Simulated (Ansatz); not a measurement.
A plane-wave DFT run in Ansatz 0.2.0 (scalar-relativistic PAW potentials unless the input names others): input and command.

```yaml
crystal:
  lattice:
    - [0.0, 1.9708972105, 2.1679869315]
    - [1.9708972105, 0.0, 2.1679869315]
    - [1.9708972105, 1.9708972105, 0.0]
  atoms:
    - { symbol: Al, position: [0.5, 0.5, 0.5] }
    - { symbol: "N", position: [0.0, 0.0, 0.0] }
basis:
  ecutwfc: 420
kpoints:
  mp_grid: { grid: [10, 10, 10] }
  KSPACING: 400
hamiltonian:
  xc: pbesol
scf:
  occupations: { method: gaussian, width: 0.05 }
  max_iter: 75
output:
  forces: true
  eigenvalues: true
  stress: true
```

```bash
ansatz run input.yaml --threads 1 --pin off --max-ram 2560MiB --backend cpu --events-out ev --progress --plain --runs-dir out
```

Question: What will the program do with this input?

Answer: The program refuses it, because of a keyword of another program (kpoints.KSPACING: not typed → 400). Without that key it is accepted.

Abridged log:
```
Error: YAML parse error: error: line 13 column 3: unknown field `KSPACING`, expected one of mp_grid, list, band_path, initial_grid, further_shifts
  --> <input>:13:3
   |
11 | kpoints:
12 |   mp_grid: { grid: [10, 10, 10] }
13 |   KSPACING: 400
   |   ^ unknown field `KSPACING`, expected one of mp_grid, list, band_path, initial_grid, further_shifts
14 | hamiltonian:
15 |   xc: pbesol
   |
```